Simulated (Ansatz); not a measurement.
# WSe₂: random displacements

The calculation used Ansatz, DFT PBE+D3(BJ), scalar-relativistic, plane waves, PAW. The runs took a 420 eV cutoff, a Γ-centred 12×12×2 mesh and Gaussian smearing (0.05 eV). Spin–orbit coupling is left out, which can shift energies with elements as heavy as these. No spin polarisation. Energies are free energies at this smearing, counted from the undisturbed cell; pressure is positive in compression.

Reference structure (as given, not relaxed at this level):

```
W Se
1.0
     3.29000    0.00000    0.00000
    -1.64500    2.84922    0.00000
     0.00000    0.00000   12.97000
W Se
2 4
Direct
  0.33333 0.66667 0.25000
  0.66667 0.33333 0.75000
  0.33333 0.66667 0.62100
  0.66667 0.33333 0.12100
  0.33333 0.66667 0.87900
  0.66667 0.33333 0.37900
```

The atoms are displaced (Å, in the unstrained cell):

| atom | ux | uy | uz |
| --- | --- | --- | --- |
| W1 | -0.072 | 0.058 | 0.228 |
| W2 | -0.091 | -0.206 | -0.055 |
| Se3 | -0.101 | 0.250 | -0.542 |
| Se4 | 0.207 | 0.024 | 0.597 |
| Se5 | 0.098 | -0.147 | -0.273 |
| Se6 | -0.040 | 0.021 | 0.045 |

Strain (Voigt, engineering shear): (0.0001, -0.0093, -0.0271, 0.0295, 0.0172, -0.0240).

(1) What are the energy change, the stress and the forces?

## Answers

(1) ΔE = 970.8 meV/atom; stress (xx, yy, zz, yz, xz, xy; compression positive) (19.98, 28.10, 38.08, -0.29, 2.65, 6.35) GPa.
| atom | Fx (eV/Å) | Fy | Fz |
| --- | --- | --- | --- |
| W1 | 6.80 | -0.61 | 5.98 |
| W2 | 2.67 | 2.27 | -7.46 |
| Se3 | -0.14 | -1.15 | 3.00 |
| Se4 | -5.47 | 0.60 | -12.55 |
| Se5 | -2.52 | -1.23 | 5.30 |
| Se6 | -1.34 | 0.11 | 5.73 |

Cost: 1 run of about 2.7 core-minutes, on Intel Xeon Processor @ 2.50GHz (Skylake/Cascade Lake) (shared hosts).